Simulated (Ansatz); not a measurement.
**SrTiO3: elastic constants from stress and strain**

```yaml
crystal:
  lattice:
    - [3.90500, 0.00000, 0.00000]
    - [0.00000, 3.90500, 0.00000]
    - [0.00000, 0.00000, 3.90500]
  atoms:
    - { symbol: Sr, position: [0.00000, 0.00000, 0.00000] }
    - { symbol: Ti, position: [0.50000, 0.50000, 0.50000] }
    - { symbol: O, position: [0.00000, 0.50000, 0.50000] }
    - { symbol: O, position: [0.50000, 0.00000, 0.50000] }
    - { symbol: O, position: [0.50000, 0.50000, 0.00000] }
```

Atoms are numbered in the order listed.

The cell is COD entry 7212245, as deposited and not checked against the literature; nothing was relaxed.

All numbers below come from DFT, PBE, all-electron LAPW, scalar-relativistic in Ansatz 0.2.0.

Settings: a Γ-centred 7×7×7 k mesh, Fermi–Dirac smearing of 0.05 eV, basis error target 1 meV/atom, no spin polarisation.

The unstrained cell is at 4.31 GPa. Large strains and very small stresses are left out. Each strain is applied once, with fractional coordinates held (clamped ions), and σ below is the change of stress, positive in tension. One finite strain gives stress–strain coefficients at this pressure with an error of the order of the strain times third-order constants, a few per cent for each per cent of strain.

(1) Estimate the stiffness probed by this change, and the stress that it gives: equal xy, yz and zx engineering shear strains of -1 %.

(2) With equal xy, yz and zx engineering shear strains of +1 %, the run gives σxy = 1.13 GPa and γxy = 2εxy = 0.0100. Which stiffness follows?

Results:

(1) σxy = -1.15 GPa and γxy = 2εxy = -0.0100, so C44 (clamped ions) = σxy/γxy = 115 GPa.

(2) C44 (clamped ions) = σxy/γxy = 113 GPa.
